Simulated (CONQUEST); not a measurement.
**Pt in CONQUEST: convergence with smearing width**

Input of the first run (smearing width 0.4 eV); the others differ in this setting and in those tied to it:

Conquest_input

```
IO.Title Pt
IO.Coordinates coords.dat
IO.FractionalAtomicCoords T
IO.Iprint 2
IO.Iprint_init 1
General.NumberOfSpecies 1
General.PseudopotentialType hamann
AtomMove.TypeOfRun static
AtomMove.FullStress T
Grid.GridCutoff 120
DM.SolutionMethod diagon
Diag.MPMesh T
Diag.GammaCentred T
Diag.MPMeshX 10
Diag.MPMeshY 10
Diag.MPMeshZ 7
Diag.kT 0.01469973
minE.SCTolerance 1e-6
Diag.SmearingType 1
Diag.MPOrder 1
SC.MaxIters 100
IO.AtomChargeOutput T
%block ChemicalSpeciesLabel
1 195.080 Pt
%endblock
```

coords.dat

```
    5.2404588045     0.0000000000     0.0000000000
    0.0000000000     5.2404588045     0.0000000000
    0.0000000000     0.0000000000     7.4111279156
2
 -0.0014430000   0.0117970000  -0.0022030000 1 T T T
  0.5113220000   0.4888810000   0.4959280000 1 T T T
```

Potentials or basis: PseudoDojo NC LDA, SZP, grid cutoff 120 Ha.

Launch:

```bash
$ OMP_NUM_THREADS=1 Conquest
```

The cell isn't the ideal one: atoms moved at random.

Hardware: 1 thread of AMD EPYC 9R45 96-Core Processor (Zen 5) (shared host).

Q: The values tried are 0.4 eV, 0.3 eV, 0.2 eV, 0.1 eV, 0.05 eV, 0.025 eV, 0.01 eV, 0.005 eV, loosest first. From which on does the pressure stay within 0.1 GPa of the tightest run that finished?

A: From 0.2 eV on.

```
smearing width  energy less the tightest run (meV/atom)  pressure (GPa)  largest force (eV/Å)  SCF cycles  CPU time (s)  peak memory (GiB)
        0.4 eV                                    -4.09            3.57                 0.542           7            29               0.37
        0.3 eV                                    -0.08            3.43                 0.543           7            29               0.37
        0.2 eV                                     1.59            3.28                 0.550           7            29               0.37
        0.1 eV                                     0.57            3.18                 0.570           7            29               0.37
       0.05 eV                                     0.07            3.18                 0.578           7            29               0.37
      0.025 eV                                     0.01            3.19                 0.584           7            29               0.37
       0.01 eV                                     0.00            3.19                 0.582           7            30               0.37
      0.005 eV                                     0.00            3.20                 0.580           7            31               0.37
```

Against the tightest run, the energy stays within 1 meV/atom from 0.1 eV on; the largest force stays within 0.005 eV/Å from 0.05 eV on. Narrower smearing needs a denser k mesh, so at a fixed mesh the narrowest width isn't the most accurate. The tightest run that finished is the yardstick and may itself not be fully converged.

Caveat, for the tightest run too: the atomic basis is small; the basis of atomic orbitals isn't converged, which shifts pressures, moduli and gaps. The run has no spin-orbit coupling, so splittings on Pt are missing.
